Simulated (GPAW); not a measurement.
Crystal: ZnSe (Stilleite).

```
CELL_PARAMETERS angstrom
0.00000 2.83380 2.83380
2.83380 0.00000 2.83380
2.83380 2.83380 0.00000
ATOMIC_POSITIONS crystal
Se 0.75000 0.75000 0.75000
Zn 0.00000 0.00000 0.00000
```

- Program: GPAW 26.7.0
- Task: relaxation of cell and atoms
- Functional: LDA
- Potentials or basis: the program's PAW data sets (release 1.2.1) made for this functional
- Cutoff: 600 eV
- Basis: pw
- k mesh: 8 × 8 × 8
- Occupations: fermi-dirac, width 0.05 eV
- Spin: no spin polarisation

At the start: pressure -3.6 GPa; volume 22.76 Å³/atom.

**Question.** Where does the relaxation end?

**Answer.** Over 3 steps the energy falls by 14.9 meV/atom and the volume is 21.41 Å³/atom (-5.9 %); space group F-43m (No. 216, to 0.05 Å).

The path:
```
step  energy change (eV)  largest force (eV/Å)  pressure (GPa)  volume (Å³)
   1              0.0000                0.0000           -3.63        45.51
   2             -0.0103                0.0000           -3.00        45.01
   3             -0.0298                0.0000            0.26        42.83
```

Final structure:
```xyz
2
Lattice="0.0000 2.7769 2.7769 2.7769 0.0000 2.7769 2.7769 2.7769 0.0000" Properties=species:S:1:pos:R:3 pbc="T T T"
Se    4.1654    4.1654    4.1654
Zn    0.0000    0.0000    0.0000
```

Caveat: later steps reuse the first step's grids.
